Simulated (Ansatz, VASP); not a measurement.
# Se: VASP beside Ansatz

Contents of INCAR:

```
PREC     = Accurate       # precision mode
ENCUT    = 520            # plane-wave cutoff, eV
EDIFF    = 1E-6           # SCF threshold, eV
ISMEAR   = 0              # smearing method
SIGMA    = 0.023          # smearing width, eV
LREAL    = False          # projectors in reciprocal space
LASPH    = True           # aspherical terms in the spheres
NELM     = 60             # most SCF steps
ALGO     = Normal         # electronic algorithm
ISIF     = 2              # what is computed and relaxed
LWAVE    = False          # write WAVECAR
LCHARG   = False          # write CHGCAR
GGA      = PE             # functional
```

Contents of KPOINTS:

```
Automatic mesh
0
Gamma
  7 7 6
```

POSCAR

```
Se
1.0
    4.3662000000      0.0000000000      0.0000000000
   -2.1831000000      3.7812401180      0.0000000000
    0.0000000000      0.0000000000      4.9536000000
Se
3
Direct
    0.7746000000      0.7746000000      0.0000000000
    0.0000000000      0.2254000000      0.6666666667
    0.2254000000      0.0000000000      0.3333333333
```

input.yaml

```yaml
crystal:
  lattice:
    - [4.3662, 0.0, 0.0]
    - [-2.1831, 3.781240118, 0.0]
    - [0.0, 0.0, 4.9536]
  atoms:
    - { symbol: Se, position: [0.7746, 0.7746, 0.0] }
    - { symbol: Se, position: [0.0, 0.2254, 0.6666666667] }
    - { symbol: Se, position: [0.2254, 0.0, 0.3333333333] }
hamiltonian:
  xc: pbe
  pseudopotentials: { kind: paw }
kpoints:
  mp_grid: { grid: [7, 7, 6] }
scf:
  occupations: { method: gaussian, width: 0.023 }
output:
  forces: true
  stress: true
  eigenvalues: true
  write_density: true
  write_potential: true
  elf: true
  volumetric_format: npy
```

Alike in both runs: task single point; functional PBE; k mesh 7 × 7 × 6; occupations gaussian, width 0.023 eV; no spin polarisation.

|  | VASP | Ansatz |
| --- | --- | --- |
| version | VASP 6.6.1 | Ansatz 0.2.0 |
| potentials or method | VASP PAW PBE potentials, release 64 (Se) | Ansatz PAW |
| plane-wave cutoff (eV) | 520 | 420 |
| valence electrons in the cell | 18 | 48 |

|  | VASP | Ansatz | Ansatz less VASP |
| --- | --- | --- | --- |
| gap on the k mesh at the Fermi level (eV) | 1.21 | 1.21 | 0.000 |
| least direct gap on the mesh (eV) | 1.47 | 1.48 | +0.012 |
| pressure (GPa) | 2.9 | 2.8 | -0.13 |
| largest component of the traceless stress (GPa) | 1.23 | 1.18 | -0.048 |
| rms of the force components (eV/Å) | 0.251 | 0.232 | -0.0189 |

Atom by atom the forces differ by 0.019 eV/Å (rms over components). With one functional, cell and mesh, what is left measures potentials, basis and numerics. The two sets of potentials don't hold the same shells in valence.

Caveats: an odd mesh through Γ misses points on the zone boundary, where band edges often lie (VASP); odd divisions of the mesh miss points on the zone boundary, where band edges often lie, so the gap on the mesh can be too wide (Ansatz). As with any semilocal functional, this PBE gap is likely too small.
